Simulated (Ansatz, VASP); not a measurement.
# One calculation of Ge, two programs

```
Ge
1.0
    -2.60837    2.60837    1.41580
     2.60837   -2.60837    1.41580
     2.60837    2.60837   -1.41580
Ge
2
Direct
  0.50000 0.50000 0.00000
  0.25000 0.75000 0.50000
```

Change from the starting cell: volume scaled by 1.04.

Alike in both runs: task single point; functional PBE; k mesh 11 × 11 × 11; occupations fermi-dirac, width 0.05 eV; no spin polarisation.

```csv
,VASP,Ansatz
version,VASP 6.6.1,Ansatz 0.2.0
potentials or method,"VASP PAW PBE potentials, release 64 (Ge_d)",Ansatz PAW
plane-wave cutoff (eV),520,420
valence electrons in the cell,28,28
```

```csv
,VASP,Ansatz,Ansatz less VASP
gap on the k mesh at the Fermi level (eV),none,none,-
pressure (GPa),0.2,0.2,-0.02
largest component of the traceless stress (GPa),0.21,0.21,-0.002
```

A gap of «none» marks a metal or a gap that the smearing closes.
